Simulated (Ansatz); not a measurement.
Runs of Ansatz 0.2.0 on Cu3Au (Auricupride). The structure is cubic, space group Pm-3m (No. 221). Conventional cell: a = 3.740 Å, b = 3.740 Å, c = 3.740 Å, α = 90.00°, β = 90.00°, γ = 90.00°. Au (site symmetry m-3m) is surrounded by 12 Cu at 2.64 Å. Cu (site symmetry 4/mmm) has 4 Au at 2.64 Å and 8 Cu at 2.64 Å as nearest neighbours. 

```tsv
task	level	cell	cutoff (eV)	smearing	points for each segment of the path	gap on the mesh (eV)	pressure (GPa)	relaxed volume (Å³/atom)
single point	PBE	as given	420	gaussian 0.023 eV	-	none	5.0	-
single point	PBE	as given	420	gaussian 0.016 eV	-	none	5.0	-
single point	PBE	as given	420	gaussian 0.019 eV	-	none	5.0	-
single point	PBE	as given	420	gaussian 0.02 eV	-	none	5.0	-
single point	PBE	as given	420	gaussian 0.021 eV	-	none	5.0	-
band structure	r2SCAN	as given	500	fermi-dirac 0.05 eV	14	none	(a)	-
single point	PBE	as given	420	gaussian 0.022 eV	-	none	5.0	-
relaxation of cell and atoms	BLYP	relaxed	420	fermi-dirac 0.05 eV	-	none	0.0	14.41
single point	PBE	as given	420	gaussian 0.024 eV	-	none	5.0	-
single point	PBE	as given	420	gaussian 0.018 eV	-	none	5.0	-
single point	PBE	as given	420	gaussian 0.026 eV	-	none	5.0	-
relaxation of cell and atoms	PBE+D3(BJ)	relaxed	420	fermi-dirac 0.05 eV	-	none	0.0	12.85
```

Alike in all rows: potentials or basis Ansatz PAW; no spin polarisation; k mesh 7 × 7 × 7.

Problem. Fill in the values left out.

Solution. (a) -0.8.

Caveats: the PAW data sets come from PBE, with cores solved anew for the run's functional, which leaves a small shift of forces and pressure (some runs); the plane-wave basis is chosen anew once the cell has moved, so the energies of steps on either side of that aren't comparable (some runs); spin-orbit coupling is left out, which moves the levels of the heavy elements (some runs); the volume moved by +10 % from the deposited cell, more than functionals usually miss (some runs); pairwise dispersion overbinds metals, which lowers pressure and volume (some runs).

A k mesh can miss the band edges, and the runs leave out spin-orbit coupling on Au.

A gap of «none» marks a metal or a gap under the smearing width.
